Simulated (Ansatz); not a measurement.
Calculation for Au (diamond type): DFT, PBE, PAW with Ansatz's default frozen-core files, scalar-relativistic (Ansatz 0.2.0). This run: volume at 0.5 of the series' base cell.

The cell comes from a relaxation on PAW files under the same functional, begun from a prototype that needn't be the stable phase.

Command: `ansatz run input.yaml --threads 1 --pin off --max-ram 2048MiB --backend cpu --events-out ev --progress --plain --runs-dir out` It took 2 s on 1 thread of AMD EPYC 7R43 64-Core Processor (Zen 3) (shared host), peak memory 0.38 GiB.

```yaml
crystal:
  lattice:
    - [0.0, 2.4457647097, 2.4457647097]
    - [2.4457647097, 0.0, 2.4457647097]
    - [2.4457647097, 2.4457647097, 0.0]
  atoms:
    - { symbol: Au, position: [-0.125, -0.125, -0.125] }
    - { symbol: Au, position: [0.125, 0.125, 0.125] }
kpoints:
  mp_grid: { grid: [12, 12, 12] }
scf:
  occupations: { method: fermi_dirac, width: 0.05 }
hamiltonian:
  xc: pbe
  pseudopotentials: { kind: paw }
output:
  forces: true
  stress: true
  eigenvalues: true
  populations: true
```

Output:

```
Engine: ansatz 0.2.0
Pseudopotentials: kind: paw
Pseudopotential: Au, paw, valence charge 19, recommended cutoff 420 eV (normal), Au.paw.azcp
Functional definition: PBE
  parameter kappa = 0.804
  parameter beta = 0.06672455060314922
  exchange = pbe_x(kappa = kappa, mu = beta*pi^2/3)
  correlation = pbe_c(beta = beta)
Crystal: 2 atoms, lattice volume = 29.260 Å³
Basis set: ecut = 420 eV, 537 PW (Γ), exchange–correlation on 48×48×48 points (8 copies of the dense FFT grid, shifted against one another)
Bands: 23, of which v1, the nominal top of the filled ones, is band 19 counted from 1 (18 counted from 0)
Symmetry: 48 space group operations
Space group: Fd-3m (ITA 227), of the structure as read, at distance tolerance 3.1e-5 Å
k-points: 72 of 1728
Non-local potential: Au, projectors of the file, l = 0: 3, l = 1: 2, l = 2: 2, l = 3: 1
PAW form: soft (Blöchl's): semilocal exchange-correlation on the pseudo side does not see the compensation charge
PAW one-centre angular grid: Au, 590 points (default); XC on 64 Gauss nodes
Initial density: superposition of atomic densities (neutral atoms: chi_scale 0, normalization atom), corrected by the library's trained network
Initial wavefunctions: pseudopotential atomic-orbital guess
Functional: x = pbe(κ = 0.804, μ = 0.2195149727645171), c = pbe(β = 0.06672455060314922)
SCF iter   1: F=—  HF=-26286.097611 eV  |F-HF|=—  |Δ(HF+E_count)|=         —  Δρ=9.94e-3  dr2=1.55e-2  ethr=1.77e-3  ⟨swp⟩=6.1  Hψ=7528  notcnv=0
preconditioner: auto → Kerker (q_TF=auto, 2.850 Å⁻¹)  [metal: Δε(μ)=0.031 eV  Ē_g=13.393 eV  σ=0.050 eV  W_gap=0.15  n_scr=14 (ndim 8)  ℏωp=32.2 eV  f_vac=0.000  D(μ)=0.94/eV (n_scr^D=8)]
SCF iter   2: F=—  HF=-26286.097201 eV  |F-HF|=—  |Δ(HF+E_count)|=   4.10e-4  Δρ=4.67e-3  dr2=2.99e-3  ethr=4.09e-5  ⟨swp⟩=2.2  Hψ=3304  notcnv=0
SCF iter   3: F=—  HF=-26286.097577 eV  |F-HF|=—  |Δ(HF+E_count)|=   3.75e-4  Δρ=9.94e-4  dr2=1.36e-4  ethr=7.86e-6  ⟨swp⟩=2.1  Hψ=2591  notcnv=0
SCF iter   4: F=—  HF=-26286.097682 eV  |F-HF|=—  |Δ(HF+E_count)|=   1.05e-4  Δρ=2.09e-4  dr2=1.44e-5  ethr=3.59e-7  ⟨swp⟩=2.0  Hψ=2626  notcnv=0
SCF iter   5: F=—  HF=-26286.097657 eV  |F-HF|=—  |Δ(HF+E_count)|=   2.49e-5  Δρ=6.56e-5  dr2=1.11e-6  ethr=3.80e-8  ⟨swp⟩=2.0  Hψ=2361  notcnv=0
SCF iter   6: F=-26286.097657 eV  HF=-26286.097657 eV  |F-HF|=1.72e-9  |Δ(HF+E_count)|=   5.94e-7  Δρ=1.03e-5  dr2=1.71e-8  ethr=2.63e-10  ⟨swp⟩=3.4  Hψ=7174  notcnv=0
SCF 1 converged in 6 iterations: F = -26286.097657 eV  dr2 = 1.71e-8
  greatest PAW one-centre occupation: 1.000 electrons in one spin orbital (limit 2), on the Au atom at site 1 (counted from 0), in its partial waves of l = 1
SCF converged after 6 iterations
Free energy (F): -26286.097657 eV
Harris-Foulkes:  -26286.097657 eV  (|F-HF|=1.72e-9)
Internal energy: -26286.090296 eV  (E = F + TS)
E sigma→0 (E₀):  -26286.093977 eV
Entropy (-TS):   -0.007361 eV (-3.681 meV/atom)
Fermi energy:    25.693892 eV
--- Per-component energies (eV) ---
  E_band       = -299.267309
  E_kinetic    = 1254.459158
  E_local      = -3753.158362  (includes V_loc(G=0)·N_el)
  E_nonlocal   = 152.938759
  E_hartree    = 1673.096283
  E_xc         = -468.315843
  E_vxc        = -567.152358  (∫ρ·V_xc dr)
  E_paw        = -19420.514733  (= ΣΔE_a)
  E_vpaw       = -732.549384  (= ΣTr[D̂ρ^β])
  E_aug_tail   = 0.002851  (compensation charges beyond the density's cutoff)
  E_ewald      = -5724.598410
  E_smearing   = -0.007361  (= −TS)
  E_closure    = -0.000000  (closes the sum)
  Σ components = -26286.097657   (vs F -26286.097657, Δ=0.00e0)
--- Forces (eV/Å), atoms counted from 1 ---
  atom   1  Au    -0.00000000    -0.00000000    -0.00000000
  atom   2  Au     0.00000000     0.00000000     0.00000000
  max |Σ_I F_I| component: 7.40e-17 eV/Å
--- Stress (GPa, compression-positive) ---
      249.263782       0.000000       0.000000
        0.000000     249.263782      -0.000000
       -0.000000      -0.000000     249.263782
  P = ⅓ Tr σ = 249.2638 GPa (2492.638 kbar)
--- Band table (eV; the first three rows and the last of 72) ---
  k-point 0: bands = ["-81.7166", "-81.1824", "-33.8488", "-33.8488", "-33.8488", "-32.4463", "-32.4463", "-32.4463", "13.8162", "15.9874", "15.9874", "16.8561", "16.8561", "16.8561", "21.0255", "21.0255", "21.0255", "24.5189", "24.5189", "37.3346", "37.4938", "38.5609", "38.5609"]
  k-point 1: bands = ["-81.7098", "-81.1892", "-33.8596", "-33.8596", "-33.8459", "-32.4498", "-32.4347", "-32.4347", "13.9841", "15.8904", "15.8904", "16.8316", "17.0123", "17.0123", "20.8742", "20.9919", "20.9919", "24.5094", "24.5094", "36.4780", "37.4967", "38.5847", "38.5847"]
  k-point 2: bands = ["-81.6903", "-81.2088", "-33.8882", "-33.8882", "-33.8379", "-32.4589", "-32.4038", "-32.4038", "14.4553", "15.7588", "15.7588", "16.7719", "17.2726", "17.2726", "20.5162", "20.9533", "20.9533", "24.4662", "24.4662", "34.7874", "36.4081", "38.4602", "38.4602"]
  k-point 71: bands = ["-81.4499", "-81.4499", "-34.1449", "-34.1449", "-33.1529", "-33.1529", "-32.1316", "-32.1316", "14.9811", "14.9811", "17.1494", "17.1494", "18.9223", "18.9223", "19.4805", "19.4805", "24.9038", "24.9038", "26.1718", "26.1718", "27.7549", "27.7549", "40.9348"]
--- Löwdin populations: 2 sites ---
  site symbol       q [e]
     0     Au     18.8111
     1     Au     18.8111
  spilling = 0.009941 (of n_electrons = 38.000000)
```

populations.tsv:

```
# site	symbol	l	j	q
# orbitals = lowdin
# n_electrons = 38.000000
# spilling = 0.009941
0	Au	0_5S	-	1.977507
0	Au	0_6S	-	1.177596
0	Au	1_5P	-	5.990985
0	Au	2_5D	-	9.665038
1	Au	0_5S	-	1.977507
1	Au	0_6S	-	1.177596
1	Au	1_5P	-	5.990985
1	Au	2_5D	-	9.665038
```

Next run (volume at 0.43 of the series' base cell), as changes to the input before:

```diff
   lattice:
-    - [0.0, 2.4457647097, 2.4457647097]
-    - [2.4457647097, 0.0, 2.4457647097]
-    - [2.4457647097, 2.4457647097, 0.0]
+    - [0.0, 2.3258452984, 2.3258452984]
+    - [2.3258452984, 0.0, 2.3258452984]
+    - [2.3258452984, 2.3258452984, 0.0]
   atoms:
   mp_grid: { grid: [12, 12, 12] }
+  band_path:
+    path:
+      - [0.0, 0.0, 0.0]
+      - [0.5, 0.0, 0.5]
+      - [0.625, 0.25, 0.625]
+      - [0.375, 0.375, 0.75]
+      - [0.0, 0.0, 0.0]
+      - [0.5, 0.5, 0.5]
+      - [0.5, 0.25, 0.75]
+      - [0.5, 0.0, 0.5]
+    npoints: 8
 scf:
   populations: true
+  dos: { projected: true, de: 0.2, e_range: [-14, 8] }
+  write_density: true
+  write_potential: true
+  elf: true
+  volumetric_format: npy
```

Results part of the output:

```
SCF 1 converged in 6 iterations: F = -26277.497711 eV  dr2 = 3.86e-8
  greatest PAW one-centre occupation: 1.002 electrons in one spin orbital (limit 2), on the Au atom at site 1 (counted from 0), in its partial waves of l = 1
NSCF: frozen V_eff on 57 k-points
SCF converged after 6 iterations
Free energy (F): -26277.497711 eV
Harris-Foulkes:  -26277.497711 eV  (|F-HF|=2.39e-8)
Internal energy: -26277.491592 eV  (E = F + TS)
E sigma→0 (E₀):  -26277.494651 eV
Entropy (-TS):   -0.006120 eV (-3.060 meV/atom)
Fermi energy:    31.135065 eV
--- Per-component energies (eV) ---
  E_band       = -137.018082
  E_kinetic    = 1276.793179
  E_local      = -3329.071559  (includes V_loc(G=0)·N_el)
  E_nonlocal   = 158.775685
  E_hartree    = 1534.915679
  E_xc         = -473.160053
  E_vxc        = -573.716339  (∫ρ·V_xc dr)
  E_paw        = -19425.991607  (= ΣΔE_a)
  E_vpaw       = -739.626474  (= ΣTr[D̂ρ^β])
  E_aug_tail   = 0.002904  (compensation charges beyond the density's cutoff)
  E_ewald      = -6019.755819
  E_smearing   = -0.006120  (= −TS)
  E_closure    = 0.000000  (closes the sum)
  Σ components = -26277.497711   (vs F -26277.497711, Δ=0.00e0)
--- Forces (eV/Å), atoms counted from 1 ---
  atom   1  Au    -0.00000000    -0.00000000     0.00000000
  atom   2  Au     0.00000000     0.00000000     0.00000000
  max |Σ_I F_I| component: 1.48e-16 eV/Å
--- Stress (GPa, compression-positive) ---
      443.998365      -0.000000      -0.000000
       -0.000000     443.998365      -0.000000
       -0.000000       0.000000     443.998365
  P = ⅓ Tr σ = 443.9984 GPa (4439.984 kbar)
--- Band table (eV; the first three rows and the last of 72) ---
  k-point 0: bands = ["-77.5079", "-76.5629", "-29.9384", "-29.9384", "-29.9384", "-27.8263", "-27.8263", "-27.8263", "17.4580", "19.3241", "19.3241", "20.7491", "20.7491", "20.7491", "25.6539", "25.6539", "25.6539", "30.0427", "30.0427", "42.5719", "43.4719", "43.6333", "43.6333"]
  k-point 1: bands = ["-77.4960", "-76.5751", "-29.9553", "-29.9553", "-29.9347", "-27.8288", "-27.8071", "-27.8071", "17.6568", "19.2301", "19.2301", "20.7106", "20.9141", "20.9141", "25.4376", "25.6049", "25.6049", "30.0265", "30.0265", "41.6377", "43.6592", "43.7187", "43.7187"]
  k-point 2: bands = ["-77.4618", "-76.6102", "-30.0002", "-30.0002", "-29.9252", "-27.8355", "-27.7564", "-27.7564", "18.2080", "19.0924", "19.0924", "20.6191", "21.1992", "21.1992", "24.9267", "25.5430", "25.5430", "29.9610", "29.9610", "40.5754", "42.3376", "43.9407", "43.9407"]
  k-point 71: bands = ["-77.0388", "-77.0388", "-30.4027", "-30.4027", "-28.8788", "-28.8788", "-27.3104", "-27.3104", "18.1188", "18.1188", "21.0308", "21.0308", "23.1119", "23.1119", "23.8317", "23.8317", "30.3874", "30.3874", "31.5932", "31.5932", "32.9690", "32.9690", "47.3642"]
--- Löwdin populations: 2 sites ---
  site symbol       q [e]
     0     Au     18.7876
     1     Au     18.7876
  spilling = 0.011179 (of n_electrons = 38.000000)
```

Spin–orbit coupling is left out, which matters for the heavy atoms.
